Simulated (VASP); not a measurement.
The system is Ti2O3.

```
Ti O
1.0
     2.56300    1.47975    4.62600
    -2.56300    1.47975    4.62600
     0.00000   -2.95950    4.62600
Ti O
4 6
Cartesian
  0.0000 0.0000 4.8118
  0.0000 0.0000 2.1272
  0.0000 0.0000 9.0662
  0.0000 0.0000 11.7508
  -0.9704 1.4797 8.0955
  -0.7963 -1.5802 8.0955
  1.7667 0.1005 8.0955
  0.9704 -1.4797 5.7825
  0.7963 1.5802 5.7825
  -1.7667 -0.1005 5.7825
```

- Program: VASP 6.6.1
- Task: relaxation of cell and atoms
- Functional: r2SCAN
- Potentials or basis: VASP PAW PBE potentials, release 64 (Ti_sv, O)
- Cutoff: 520 eV
- k mesh: 9 × 9 × 9
- Occupations: gaussian, width 0.02 eV
- Spin: no spin polarisation

At the start: pressure -3.4 GPa; volume 10.53 Å³/atom.

**Question.** Where does the relaxation end?

**Answer.** Over 10 steps the energy falls by 4.1 meV/atom and the volume is 10.37 Å³/atom (-1.4 %); space group R-3c (No. 167, to 0.05 Å).

Step by step:
| step | energy change (eV) | largest force (eV/Å) | pressure (GPa) | volume (Å³) |
| --- | --- | --- | --- | --- |
| 1 | 0.0000 | 0.2830 | -3.38 | 105.27 |
| 2 | -0.0027 | 0.1785 | 4.53 | 101.92 |
| 3 | -0.0231 | 0.1832 | 0.57 | 103.52 |
| 4 | -0.0329 | 0.1174 | 0.38 | 103.61 |
| 5 | -0.0400 | 0.0464 | 0.09 | 103.74 |
| 6 | -0.0402 | 0.0335 | 0.03 | 103.77 |
| 7 | -0.0405 | 0.0018 | -0.16 | 103.81 |
| 8 | -0.0405 | 0.0034 | -0.15 | 103.81 |
| 9 | -0.0405 | 0.0033 | 0.21 | 103.64 |
| 10 | -0.0406 | 0.0014 | 0.00 | 103.74 |

Final structure:
```xyz
10
Lattice="2.5527 1.4738 4.5958 -2.5527 1.4738 4.5958 0.0000 -2.9476 4.5958" Properties=species:S:1:pos:R:3 pbc="T T T"
Ti    0.0000    0.0000    4.7474
Ti    0.0000    0.0000    2.1463
Ti    0.0000    0.0000    9.0400
Ti    0.0000    0.0000   11.6411
O    -0.9467    1.4738    8.0426
O    -0.8030   -1.5568    8.0426
O     1.7497    0.0830    8.0426
O     0.9467   -1.4738    5.7447
O     0.8030    1.5568    5.7447
O    -1.7497   -0.0830    5.7447
```

Caveat: the PAW data sets were made with another functional, which shifts forces and pressure a little.
